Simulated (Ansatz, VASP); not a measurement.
**Two plane-wave programs on Mg2ZnO3**

```
Mg Zn O
1.0
     3.03300    0.00000    0.00000
    -1.51650    2.62665    0.00000
     0.00000    0.00000    7.40332
Mg Zn O
2 1 3
Direct
  0.33333 0.66667 0.66580
  0.66667 0.33333 0.33420
  0.00000 0.00000 0.00000
  0.33333 0.66667 0.17262
  0.66667 0.33333 0.82738
  0.00000 0.00000 0.50000
```

The cell comes from a database or a generator and needn't be the stable form of this composition.

Alike in both runs: task single point; functional PBEsol; k mesh 4 × 4 × 2; no spin polarisation.

|  | VASP | Ansatz |
| --- | --- | --- |
| version | VASP 6.6.1 | Ansatz 0.2.0 |
| potentials or method | VASP PAW PBE potentials, release 64 (Mg, Zn, O) | plane waves, PAW |
| plane-wave cutoff (eV) | 520 | 420 |
| occupations | gaussian, width 0.01 eV | fixed |
| valence electrons in the cell | 34 | 50 |

```tsv
	VASP	Ansatz	Ansatz less VASP
gap on the k mesh at the Fermi level (eV)	2.78	2.79	+0.016
```

The two sets of potentials don't hold the same shells in valence.

Caveats: the k mesh is coarse (spacing up to 0.60 Å⁻¹), so the values aren't converged. PBEsol gaps usually lie below the measured ones, often by a third to a half. A k mesh can miss the band edges.
